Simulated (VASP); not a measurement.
# GaSb (rocksalt): one PBE single-point calculation in two programs

```cif
data_structure
_symmetry_space_group_name_H-M 'P 1'
_symmetry_Int_Tables_number 1
_cell_length_a 4.0632
_cell_length_b 4.0632
_cell_length_c 4.0632
_cell_angle_alpha 60.000
_cell_angle_beta 60.000
_cell_angle_gamma 60.000
_cell_volume 47.43
loop_
_atom_site_label
_atom_site_type_symbol
_atom_site_fract_x
_atom_site_fract_y
_atom_site_fract_z
_atom_site_occupancy
Ga1 Ga 0.00000 0.00000 0.00000 1
Sb1 Sb 0.50000 0.50000 0.50000 1
```

Datasets and cutoffs are each program's own. VASP's cell holds 18 valence electrons and Ansatz's 28. Ansatz's stress includes a Pulay correction; VASP's doesn't. Ansatz solved a whole band path, VASP its corner points and band edges.

Cutoffs: 520 eV in VASP, 420 eV in Ansatz. k meshes: 8×8×8 and 8×8×8.

|  | VASP | Ansatz |
| --- | --- | --- |
| gap between bands v and c | -3.29 eV (bands overlap: a metal) | -3.28 eV (bands overlap: a metal) |
| least direct gap | 0.00 eV | 0.00 eV |
| pressure | 1.7 GPa | 1.7 GPa |

Band v is the last that the valence electrons fill when counted band by band, and c is the next. Levels in eV from the top of v, Ansatz:

```
point    v−1      v      c   c+1
    Γ  -0.72  -0.72  -0.72  5.39
    X  -4.80  -3.28  -3.28  2.15
    W  -4.98  -4.98   1.31  2.47
    K  -5.48  -2.63  -1.58  4.50
    L  -0.39  -0.39   1.32  1.32
```

VASP:

```tsv
point	v−1	v	c	c+1
Γ	-0.72	-0.72	-0.72	5.38
X	-4.81	-3.29	-3.29	2.13
W	-4.98	-4.98	1.30	2.46
K	-5.48	-2.63	-1.58	4.47
L	-0.39	-0.39	1.32	1.32
```
